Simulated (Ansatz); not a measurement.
Nb, DFT, PBE, all-electron LAPW, scalar-relativistic (Ansatz 0.2.0), run on 1 thread of Arm Neoverse V2 on a shared host.

The cell is COD entry 1534903, as deposited and not checked against the literature; nothing was relaxed. The listed cell was then made from it by scaling, straining or moving an atom.

Command: `ansatz run input.yaml --threads 1 --pin off --max-ram 2048MiB --backend cpu --events-out ev --progress --plain --runs-dir out`

```yaml
crystal:
  lattice:
    - [0.0, 2.1324801315, 2.1324801315]
    - [2.1324801315, 0.0, 2.1324801315]
    - [2.1324801315, 2.1324801315, 0.0]
  atoms:
    - { symbol: Nb, position: [0.0, 0.0, 0.0] }
kpoints:
  mp_grid: { grid: [13, 13, 13] }
scf:
  occupations: { method: fermi_dirac, width: 0.08 }
hamiltonian:
  xc: pbe
  pseudopotentials: { kind: all_electron, lapw: { basis_error: 0.00025 } }
output:
  forces: true
  stress: true
  eigenvalues: true
```

Question: How large is the problem that the program sets up?

Answer: 84 irreducible k-points, 169 plane waves at Γ, 19 bands.

Question: Estimate the wall time.

Answer: 7.3 s of wall time for 6 SCF iterations. Times on shared machines scatter by tens of per cent.
